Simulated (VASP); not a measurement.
Wanted: the native input for a VASP 6.6.1 run.

```yaml
Task: single point
Functional: PBEsol
Potentials_or_basis: VASP PAW PBE potentials, release 64 (Li_sv, F)
Cutoff: 520 eV
k_mesh: 9 × 9 × 6
Occupations: gaussian, width 0.02 eV
Spin: no spin polarisation
Dipole_correction: no
Further_INCAR_settings: ALGO = Fast; EDIFF = 1e-07; NBANDS = 18
```

The structure of LiF lies in POSCAR:

```
LiF
1.0
    2.9879057935      0.0000000000      0.0000000000
   -1.4939528967      2.5876023212      0.0000000000
    0.0000000000      0.0000000000      4.9810612800
Li F
2 2
Direct
    0.3333333300      0.6666666700      0.3686733053
    0.6666666700      0.3333333300      0.8686733053
    0.3333333300      0.6666666700      1.0063246947
    0.6666666700      0.3333333300      0.5063246947
```

Measurements of this composition are mostly on another form, of space group No. 225.

The cell isn't the ideal one: strained and moved within a subgroup.

The input as run:

INCAR

```
SYSTEM = LiF
PREC = Accurate
ENCUT = 520
EDIFF = 1E-7
ISMEAR = 0
SIGMA = 0.02
LREAL = .FALSE.
LASPH = .TRUE.
NELM = 100
ALGO = Fast
ISIF = 2
LWAVE = .FALSE.
LCHARG = .FALSE.
GGA = PS
NBANDS = 18
```

KPOINTS

```
Automatic mesh
0
G
  9 9 6
  0 0 0
```

Potentials or basis: VASP PAW PBE potentials, release 64 (Li_sv, F).

The run is started by

```console
$ cat potpaw_PBE.64/Li_sv/POTCAR potpaw_PBE.64/F/POTCAR > POTCAR
$ mpirun -np 1 vasp_std > vasp.out
```

It gave:

```
Largest force          : 0.236 eV/Å
Band gap on the k mesh : 7.83 eV, direct
```

Caveat: the PAW data sets were made with another functional, which shifts forces and pressure a little; an odd mesh through Γ misses points on the zone boundary, where band edges often lie.

Wall time 23 s on 1 thread of Intel(R) Xeon(R) 6975P-C (Granite Rapids), on a shared host, peak memory 0.16 GiB.
